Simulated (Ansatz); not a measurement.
# Re in Au(111), 2x2: scattering by a point defect, part 2 of 3

Aim: the resistance that Re in Au(111), 2x2 adds to the host.

Ansatz 0.2.0; Ansatz plane-wave DFT, PBE, PAW files; ballistic transport by layer matching (Landauer), zero bias; PAW set soft_1 (the session's first sound run).

So far, resistivity per at.% scaled from this dense plane, with the factor 3/4 for isotropic scattering (µΩ cm): step 3 (resistance at ideal sites) 18.7.

## Step 4: Relaxing the neighbours

The neighbours of the defect are let go while the lead's layers stay on their sites, since a lead must repeat to 0.01 Å.

This step: Ansatz plane-wave DFT, PBE, PAW files; relaxation with the lead's layers held; PAW set soft_1 (Ansatz 0.2.0).

The input, input.yaml:

```yaml
crystal:
  lattice:
    - [5.7675164607, 0.0, 0.0]
    - [-2.8837582304, 4.9948157718, 0.0]
    - [-1.4418791152, 0.8324692953, 25.9003660885]
  atoms:
    - { symbol: Au, position: [0.0075757576, 0.9924242424, 0.0454545455] }
    - { symbol: Au, position: [0.0075757576, 0.4924242424, 0.0454545455] }
    - { symbol: Au, position: [0.5075757576, 0.9924242424, 0.0454545455] }
    - { symbol: Au, position: [0.5075757576, 0.4924242424, 0.0454545455] }
    - { symbol: Au, position: [0.1893939394, 0.3106060606, 0.1363636364] }
    - { symbol: Au, position: [0.1893939394, 0.8106060606, 0.1363636364] }
    - { symbol: Au, position: [0.6893939394, 0.3106060606, 0.1363636364] }
    - { symbol: Au, position: [0.6893939394, 0.8106060606, 0.1363636364] }
    - { symbol: Au, position: [0.3712121212, 0.1287878788, 0.2272727273] }
    - { symbol: Au, position: [0.3712121212, 0.6287878788, 0.2272727273] }
    - { symbol: Au, position: [0.8712121212, 0.1287878788, 0.2272727273] }
    - { symbol: Au, position: [0.8712121212, 0.6287878788, 0.2272727273] }
    - { symbol: Au, position: [0.053030303, 0.946969697, 0.3181818182] }
    - { symbol: Au, position: [0.053030303, 0.446969697, 0.3181818182] }
    - { symbol: Au, position: [0.553030303, 0.946969697, 0.3181818182] }
    - { symbol: Au, position: [0.553030303, 0.446969697, 0.3181818182] }
    - { symbol: Au, position: [0.2348484848, 0.2651515152, 0.4090909091] }
    - { symbol: Au, position: [0.2348484848, 0.7651515152, 0.4090909091] }
    - { symbol: Au, position: [0.7348484848, 0.2651515152, 0.4090909091] }
    - { symbol: Au, position: [0.7348484848, 0.7651515152, 0.4090909091] }
    - { symbol: Re, position: [0.4166666667, 0.0833333333, 0.5] }
    - { symbol: Au, position: [0.4166666667, 0.5833333333, 0.5] }
    - { symbol: Au, position: [0.9166666667, 0.0833333333, 0.5] }
    - { symbol: Au, position: [0.9166666667, 0.5833333333, 0.5] }
    - { symbol: Au, position: [0.0984848485, 0.9015151515, 0.5909090909] }
    - { symbol: Au, position: [0.0984848485, 0.4015151515, 0.5909090909] }
    - { symbol: Au, position: [0.5984848485, 0.9015151515, 0.5909090909] }
    - { symbol: Au, position: [0.5984848485, 0.4015151515, 0.5909090909] }
    - { symbol: Au, position: [0.2803030303, 0.2196969697, 0.6818181818] }
    - { symbol: Au, position: [0.2803030303, 0.7196969697, 0.6818181818] }
    - { symbol: Au, position: [0.7803030303, 0.2196969697, 0.6818181818] }
    - { symbol: Au, position: [0.7803030303, 0.7196969697, 0.6818181818] }
    - { symbol: Au, position: [0.4621212121, 0.0378787879, 0.7727272727] }
    - { symbol: Au, position: [0.4621212121, 0.5378787879, 0.7727272727] }
    - { symbol: Au, position: [0.9621212121, 0.0378787879, 0.7727272727] }
    - { symbol: Au, position: [0.9621212121, 0.5378787879, 0.7727272727] }
    - { symbol: Au, position: [0.1439393939, 0.8560606061, 0.8636363636] }
    - { symbol: Au, position: [0.1439393939, 0.3560606061, 0.8636363636] }
    - { symbol: Au, position: [0.6439393939, 0.8560606061, 0.8636363636] }
    - { symbol: Au, position: [0.6439393939, 0.3560606061, 0.8636363636] }
    - { symbol: Au, position: [0.3257575758, 0.1742424242, 0.9545454545] }
    - { symbol: Au, position: [0.3257575758, 0.6742424242, 0.9545454545] }
    - { symbol: Au, position: [0.8257575758, 0.1742424242, 0.9545454545] }
    - { symbol: Au, position: [0.8257575758, 0.6742424242, 0.9545454545] }
kpoints:
  mp_grid: { grid: [5, 5, 1] }
hamiltonian:
  xc: pbe
  pseudopotentials: { kind: paw, azcp: { folder: soft_1 } }
scf:
  occupations: { method: fermi_dirac, width: 0.1 }
relax:
  f_tol: 0.03
  max_steps: 40
  constraints:
    - { sites: [0, 1, 2, 3, 4, 5, 6, 7, 8, 9, 10, 11, 32, 33, 34, 35, 36, 37, 38, 39, 40, 41, 42, 43] }
```

Command:

```bash
> ansatz run input.yaml --threads 4 --pin off --max-ram 15360MiB --backend cpu --events-out ev --progress --plain --runs-dir out
```

Numbers of over 12 decimals in the logs are rounded to 6 here.

Output:

```text
[...]
Crystal: 44 atoms, lattice volume = 746.130 Å³
Basis set: ecut = 420 eV, 14649 PW (Γ), exchange–correlation on 80×80×360 points (8 copies of the dense FFT grid, shifted against one another)
Bands: 500, of which v1, the nominal top of the filled ones, is band 416 counted from 1 (415 counted from 0)
Symmetry: 4 space group operations
[...]
k-points: 9 of 25
[...]
SCF iter   1: F=—  HF=-576396.547817 eV  |F-HF|=—  |Δ(HF+E_count)|=         —  Δρ=1.01e-1  dr2=2.90e2  ethr=3.10e-3  ⟨swp⟩=4.1  Hψ=13376  notcnv=0  defer=106
[...]
SCF iter  10: F=-576367.403368 eV  HF=-576367.403374 eV  |F-HF|=5.77e-6  |Δ(HF+E_count)|=   7.03e-6  Δρ=1.09e-5  dr2=6.16e-6  ethr=2.70e-9  ⟨swp⟩=2.0  Hψ=12071  notcnv=0
SCF 1 converged in 10 iterations: F = -576367.403368 eV  dr2 = 6.16e-6
[...]
relax step   1: F+E_penalty+E_count = -576367.40336843 eV  Δ(F+E_penalty+E_count) = +0.000e0 eV  max|allowed force component| = 3.718e-1 eV/Å  Δτ_max = 0.0000 Å  (10 SCF iters, dr2 threshold 2.25e-5 eV, accepted)
[...]
iter 1 solved again at ethr=1.43e-4 eV; its pass at ethr=3.10e-3 eV (dr2=1.19e0 eV) is discarded
[...]
SCF iter   7: F=-576367.315359 eV  HF=-576367.315363 eV  |F-HF|=3.34e-6  |Δ(HF+E_count)|=   4.27e-8  Δρ=6.06e-6  dr2=3.52e-6  ethr=1.04e-9  ⟨swp⟩=3.0  Hψ=10437  notcnv=0
SCF 2 converged in 7 iterations: F = -576367.315359 eV  dr2 = 3.52e-6
[...]
relax step   2: F+E_penalty+E_count = -576367.31535945 eV  Δ(F+E_penalty+E_count) = +8.801e-2 eV  max|allowed force component| = 6.212e-1 eV/Å  Δτ_max = 0.1390 Å  (7 SCF iters, dr2 threshold 8.64e-6 eV, rejected (line search))
SCF iter   1: F=—  HF=-576367.507333 eV  |F-HF|=—  |Δ(HF+E_count)|=         —  Δρ=3.45e-3  dr2=2.42e-1  ethr=3.62e-4  ⟨swp⟩=4.9  Hψ=9282  notcnv=0  defer=529
[...]
SCF iter  10: F=-576367.489010 eV  HF=-576367.489010 eV  |F-HF|=6.52e-9  |Δ(HF+E_count)|=   4.31e-9  Δρ=3.02e-7  dr2=6.92e-9  ethr=1.20e-11  ⟨swp⟩=3.0  Hψ=9480  notcnv=0
SCF 3 converged in 10 iterations: F = -576367.489010 eV  dr2 = 6.92e-9
relax step   3: F+E_penalty+E_count = -576367.48900975 eV  Δ(F+E_penalty+E_count) = -8.564e-2 eV  max|allowed force component| = 3.556e-2 eV/Å  Δτ_max = 0.0621 Å  (10 SCF iters, accepted)
SCF iter   1: F=—  HF=-576367.488765 eV  |F-HF|=—  |Δ(HF+E_count)|=         —  Δρ=2.05e-4  dr2=2.62e-4  ethr=1.39e-6  ⟨swp⟩=4.2  Hψ=8120  notcnv=0  defer=480
[...]
SCF iter   6: F=-576367.489486 eV  HF=-576367.489486 eV  |F-HF|=1.40e-9  |Δ(HF+E_count)|=   1.98e-9  Δρ=2.82e-7  dr2=1.72e-9  ethr=2.33e-12  ⟨swp⟩=1.9  Hψ=10639  notcnv=0
SCF 4 converged in 6 iterations: F = -576367.489486 eV  dr2 = 1.72e-9
relax step   4: F+E_penalty+E_count = -576367.48948609 eV  Δ(F+E_penalty+E_count) = -4.763e-4 eV  max|allowed force component| = 9.846e-3 eV/Å  Δτ_max = 0.0052 Å  (6 SCF iters, accepted)
SCF converged after 6 iterations
Free energy (F): -576367.489486 eV
[...]
Internal energy: -576366.798026 eV  (E = F + TS)
E sigma→0 (E₀):  -576367.143756 eV
Entropy (-TS):   -0.691460 eV (-15.715 meV/atom)
Fermi energy:    20.704517 eV
[...]
--- Forces (eV/Å), atoms counted from 1 ---
  atom   1  Au    -0.00083535     0.00219810    -0.00567256
  atom   2  Au     0.00295910    -0.00170844    -0.01656245
  atom   3  Au    -0.00236483     0.00136534     0.00370342
  atom   4  Au    -0.00232129    -0.00037562    -0.00567256
  atom   5  Au    -0.00112765     0.00065105     0.01882551
  atom   6  Au    -0.00163618    -0.00210356     0.01382098
  atom   7  Au     0.00100365     0.00246875     0.01382098
  atom   8  Au     0.00397225    -0.00229338    -0.02930813
  atom   9  Au     0.00359939    -0.00207811     0.01165133
  atom  10  Au    -0.02489818    -0.01125416     0.08451123
  atom  11  Au    -0.00270270     0.02718953     0.08451123
  atom  12  Au     0.02574227    -0.01486231     0.08021804
  atom  13  Au     0.00310822     0.00149689     0.00038176
  atom  14  Au     0.00076825    -0.00044355     0.00042635
  atom  15  Au    -0.00346219     0.00199890     0.00040004
  atom  16  Au     0.00025776    -0.00344024     0.00038176
  atom  17  Au     0.00968356    -0.00559081    -0.00449116
  atom  18  Au     0.00183389     0.00984630    -0.00625182
  atom  19  Au    -0.00761020    -0.00651134    -0.00625182
  atom  20  Au    -0.00186580     0.00107722    -0.00293501
  atom  21  Re     0.00000000    -0.00000000     0.00000000
  atom  22  Au     0.00000000     0.00000000     0.00000000
  atom  23  Au     0.00000000     0.00000000     0.00000000
  atom  24  Au     0.00000000     0.00000000     0.00000000
  atom  25  Au     0.00761020     0.00651134     0.00625182
  atom  26  Au     0.00186580    -0.00107722     0.00293501
  atom  27  Au    -0.00968356     0.00559081     0.00449116
  atom  28  Au    -0.00183389    -0.00984630     0.00625182
  atom  29  Au     0.00346219    -0.00199890    -0.00040004
  atom  30  Au    -0.00025776     0.00344024    -0.00038176
  atom  31  Au    -0.00310822    -0.00149689    -0.00038176
  atom  32  Au    -0.00076825     0.00044355    -0.00042635
  atom  33  Au    -0.00359939     0.00207811    -0.01165133
  atom  34  Au     0.02489818     0.01125416    -0.08451123
  atom  35  Au     0.00270270    -0.02718953    -0.08451123
  atom  36  Au    -0.02574227     0.01486231    -0.08021804
  atom  37  Au    -0.00100365    -0.00246875    -0.01382098
  atom  38  Au    -0.00397225     0.00229338     0.02930813
  atom  39  Au     0.00112765    -0.00065105    -0.01882551
  atom  40  Au     0.00163618     0.00210356    -0.01382098
  atom  41  Au     0.00236483    -0.00136534    -0.00370342
  atom  42  Au     0.00232129     0.00037562     0.00567256
  atom  43  Au     0.00083535    -0.00219810     0.00567256
  atom  44  Au    -0.00295910     0.00170844     0.01656245
  max |Σ_I F_I| component: 3.47e-18 eV/Å
--- Relaxed structure (4 steps of the walk, 3 accepted, 0 SCFs on fresh bases) ---
  F+E_penalty+E_count = -576367.48948609 eV   max|allowed force component| = 9.846e-3 eV/Å
  atoms:
    - { symbol: Au, position: [0.00757576, 0.992424, 0.045455] }
    - { symbol: Au, position: [0.00757576, 0.492424, 0.045455] }
    - { symbol: Au, position: [0.507576, 0.992424, 0.045455] }
    - { symbol: Au, position: [0.507576, 0.492424, 0.045455] }
    - { symbol: Au, position: [0.189394, 0.310606, 0.1363636364] }
    - { symbol: Au, position: [0.189394, 0.810606, 0.136364] }
    - { symbol: Au, position: [0.689394, 0.310606, 0.136364] }
    - { symbol: Au, position: [0.689394, 0.810606, 0.136364] }
    - { symbol: Au, position: [0.371212, 0.128788, 0.227273] }
    - { symbol: Au, position: [0.371212, 0.628788, 0.227273] }
    - { symbol: Au, position: [0.871212, 0.128788, 0.227273] }
    - { symbol: Au, position: [0.871212, 0.628788, 0.227273] }
    - { symbol: Au, position: [0.054294, 0.947076, 0.318468] }
    - { symbol: Au, position: [0.053628, 0.446372, 0.320058] }
    - { symbol: Au, position: [0.552664, 0.947336, 0.318437] }
    - { symbol: Au, position: [0.552924, 0.445706, 0.318468] }
    - { symbol: Au, position: [0.237571, 0.262429, 0.411226] }
    - { symbol: Au, position: [0.237492, 0.768190, 0.411278] }
    - { symbol: Au, position: [0.731810, 0.262508, 0.411278] }
    - { symbol: Au, position: [0.734961, 0.765039, 0.407868] }
    - { symbol: Re, position: [0.416667, 0.083333, 0.500000] }
    - { symbol: Au, position: [0.416667, 0.583333, 0.500000] }
    - { symbol: Au, position: [0.916667, 0.083333, 0.500000] }
    - { symbol: Au, position: [0.916667, 0.583333, 0.500000] }
    - { symbol: Au, position: [0.101523, 0.904159, 0.588722] }
    - { symbol: Au, position: [0.098373, 0.401627, 0.592132] }
    - { symbol: Au, position: [0.595762, 0.904238, 0.588774] }
    - { symbol: Au, position: [0.595841, 0.398477, 0.588722] }
    - { symbol: Au, position: [0.280669, 0.219331, 0.681563] }
    - { symbol: Au, position: [0.280409, 0.720960, 0.681532] }
    - { symbol: Au, position: [0.779040, 0.219591, 0.681532] }
    - { symbol: Au, position: [0.779705, 0.720295, 0.679942] }
    - { symbol: Au, position: [0.462121, 0.037879, 0.772727] }
    - { symbol: Au, position: [0.462121, 0.537879, 0.772727] }
    - { symbol: Au, position: [0.962121, 0.037879, 0.772727] }
    - { symbol: Au, position: [0.962121, 0.537879, 0.772727] }
    - { symbol: Au, position: [0.143939, 0.856061, 0.863636] }
    - { symbol: Au, position: [0.143939, 0.356061, 0.863636] }
    - { symbol: Au, position: [0.643939, 0.856061, 0.863636] }
    - { symbol: Au, position: [0.643939, 0.356061, 0.863636] }
    - { symbol: Au, position: [0.325758, 0.174242, 0.954545] }
    - { symbol: Au, position: [0.325758, 0.674242, 0.954545] }
    - { symbol: Au, position: [0.825758, 0.174242, 0.954545] }
    - { symbol: Au, position: [0.825758, 0.674242, 0.954545] }
```

It took 2.9 min on 4 threads of Intel Xeon Platinum 8488C (Sapphire Rapids), shared host; peak memory 6.6 GiB; 11 min of CPU time.

Step by step:

| step | energy less that of the first step (eV) | largest force component (eV/Å) |
| --- | --- | --- |
| 1 | 0.0000 | 0.3718 |
| 2 | 0.0880 | 0.6212 |
| 3 | -0.0856 | 0.0356 |
| 4 | -0.0861 | 0.0098 |

Relaxation step 2 was tried and not accepted.

Forces are held to the 4 operations that the run works with; a distortion that breaks them can't arise in this run.

The atoms that moved most (Å):

| atom | dx | dy | dz | length |
| --- | --- | --- | --- | --- |
| Au17 | 0.020 | -0.012 | 0.055 | 0.060 |
| Au27 | -0.020 | 0.012 | -0.055 | 0.060 |
| Au18 | 0.003 | 0.017 | 0.057 | 0.059 |
| Au19 | -0.013 | -0.011 | 0.057 | 0.059 |
| Au28 | -0.003 | -0.017 | -0.057 | 0.059 |
| Au25 | 0.013 | 0.011 | -0.057 | 0.059 |
| Au14 | 0.002 | -0.001 | 0.049 | 0.049 |
| Au32 | -0.002 | 0.001 | -0.049 | 0.049 |

This step gave:

```yaml
free_energy: -576367.4895 eV
energy_at_zero_smearing: -576367.1438 eV
```

The largest force component on a free atom ends at 0.0098 eV/Å, under the tolerance of 0.03, after 4 steps.

(Part 2 of 3 ends here.)

[Logs are printed without paths, hosts, clocks, repeated set-up lines and the standing remarks that a program may print on its own settings, such as how far it seeks lower states.]

[Hosts, paths, dates, database ids (printed as entryN), source tags and the programs' standing remarks are cut or masked in the printed files.]
